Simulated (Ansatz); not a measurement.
The system is Tl.

```
Tl
1.0
     3.45600    0.00000    0.00000
    -1.72800    2.99298    0.00000
     0.00000    0.00000    5.52500
Tl
2
Direct
  0.66667 0.33333 0.75000
  0.33333 0.66667 0.25000
```

Base run:

| Item | Value |
| --- | --- |
| Program | Ansatz 0.2.0 |
| Functional | PBEsol |
| Potentials or basis | Ansatz PAW |
| Cutoff | 420 eV (not typed: the program's choice for these potentials) |
| k mesh | 9 × 9 × 5 |
| Occupations | fermi-dirac, width 0.05 eV |
| Spin | spin-orbit coupling, no magnetisation |

Its results: band gap on the k mesh none (metal or under the smearing width); pressure -0.4 GPa.

Q: The run is repeated on the same cell with these changes: spin from spin-orbit coupling, no magnetisation to no spin polarisation; potential files from those of the base run to others of the same set. What comes out?

A: Band gap on the k mesh none (metal or under the smearing width); pressure 0.2 GPa.

Caveats: the PAW data sets come from PBE, with cores solved anew for the run's functional, which leaves a small shift of forces and pressure; spin-orbit coupling is left out, which moves the levels of the heavy elements (some runs).
